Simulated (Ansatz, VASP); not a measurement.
## TaN in VASP and in Ansatz

File INCAR:

```
  PREC = Accurate
  ENCUT = 520
  EDIFF = 1E-8
  ISMEAR = -1
  SIGMA = 0.01
  LREAL = False
  LASPH = True
  NELM = 100
  ALGO = Normal
  ISIF = 2
  LWAVE = False
  LCHARG = False
  GGA = PE
  LEFG = True
  NBANDS = 24
```

KPOINTS

```
regular mesh
0
Gamma
  9 9 5
```

File POSCAR:

```
TaN
1.0
    3.0500010905      0.0000000000      0.0000000000
   -1.5250005453      2.6413784260      0.0000000000
    0.0000000000      0.0000000000      4.9400000000
Ta N
2 2
Direct
    0.3333333333      0.6666666667      0.0000000000
    0.6666666667      0.3333333333      0.5000000000
    0.3333333333      0.6666666667      0.3850000000
    0.6666666667      0.3333333333      0.8850000000
```

Input for Ansatz:

```yaml
crystal:
  lattice:
    - [3.0500010905, 0.0, 0.0]
    - [-1.5250005453, 2.641378426, 0.0]
    - [0.0, 0.0, 4.94]
  atoms:
    - { symbol: Ta, position: [0.3333333333, 0.6666666667, 0.0] }
    - { symbol: Ta, position: [0.6666666667, 0.3333333333, 0.5] }
    - { symbol: "N", position: [0.3333333333, 0.6666666667, 0.385] }
    - { symbol: "N", position: [0.6666666667, 0.3333333333, 0.885] }
kpoints:
  mp_grid: { grid: [9, 9, 5] }
  band_path:
    path:
      - [0.0, 0.0, 0.0]
      - [0.5, 0.0, 0.0]
      - [0.3333333333, 0.3333333333, 0.0]
      - [0.0, 0.0, 0.0]
      - [0.0, 0.0, 0.5]
      - [0.5, 0.0, 0.5]
      - [0.3333333333, 0.3333333333, 0.5]
      - [0.0, 0.0, 0.5]
      - [0.5, 0.0, 0.5]
    npoints: 8
scf:
  occupations: { method: fermi_dirac, width: 0.01 }
hamiltonian:
  xc: pbe
  pseudopotentials: { kind: paw }
output:
  forces: true
  stress: true
  eigenvalues: true
  efg: { contact_densities: true }
  populations: true
  bader: true
  dos: { projected: true, de: 0.2, e_range: [-14, 8] }
```

Alike in both runs: task electric field gradients; functional PBE; k mesh 9 × 9 × 5; occupations fermi-dirac, width 0.01 eV; no spin polarisation.

|  | VASP | Ansatz |
| --- | --- | --- |
| version | VASP 6.6.1 | Ansatz 0.2.0 |
| potentials or method | VASP PAW PBE potentials, release 64 (Ta_pv, N) | PAW with Ansatz's default frozen-core files, scalar-relativistic |
| plane-wave cutoff (eV) | 520 | 420 |
| valence electrons in the cell | 32 | 36 |

|  | VASP | Ansatz | Ansatz less VASP |
| --- | --- | --- | --- |
| rms of the force components (eV/Å) | 1.362 | 1.343 | -0.0194 |
| Vzz of the field gradient on the site that differs most (V/Å²) | 123.5 | 129.8 | +6.32 |

Atom by atom the forces differ by 0.019 eV/Å (rms over components). The two sets of potentials don't hold the same shells in valence. Ansatz warned: «gradients_without_spin_orbit».

Caveats: forces of over 1 eV/Å show positions far from the minimum, so gaps and moduli don't describe the material at rest. The runs have no spin-orbit coupling, so splittings on Ta are missing.
